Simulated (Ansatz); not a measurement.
# Structures of Ta2N: which is lowest?

Plane-wave DFT in Ansatz with scalar-relativistic PAW potentials, cutoff 420 eV, Γ-centred meshes chosen by cell and gap, Gaussian smearing with energies taken to zero width. Every cell was relaxed (cell and atoms) in a run of its own, within the symmetry of its start. Functional: PBEsol.

Relaxed structures (starts from databases or built by putting these elements on another compound's sites):
A. P-31m, 9 atoms in the computed cell, a = 5.264 Å, c = 4.913 Å; sites (symmetry × multiplicity) Ta ..m × 6, N -3.m × 1 + 3.2 × 2; start: database
B. P-3m1, 3 atoms in the computed cell, a = 3.079 Å, c = 4.823 Å; sites (symmetry × multiplicity) Ta 3m. × 2, N -3m. × 1; start: database
C. R-3m, 3 atoms in the computed cell, a = 2.991 Å, c = 15.266 Å; sites (symmetry × multiplicity) Ta 3m × 6, N -3m × 3; start: built

Task: Rank them by energy. Could pressure change the order?

Result:
| structure | group | E − E(lowest) (meV/atom) | V (Å³/atom) | gap on mesh (eV) |
| --- | --- | --- | --- | --- |
| A | P-31m | 0.0 | 13.10 | 0.00 |
| B | P-3m1 | 118 | 13.20 | 0.00 |
| C | R-3m | 198 | 13.14 | 0.00 |

A is lowest, 118 meV/atom under B. The lowest is also the densest of these, so pressure wouldn't bring one of the others in at first order. Other structures may lie lower than all of these, and vibrations aren't counted.

Spin-orbit coupling is left out, which matters for the bands of heavy elements. Spin polarisation was left out, and a magnetic state may lie lower.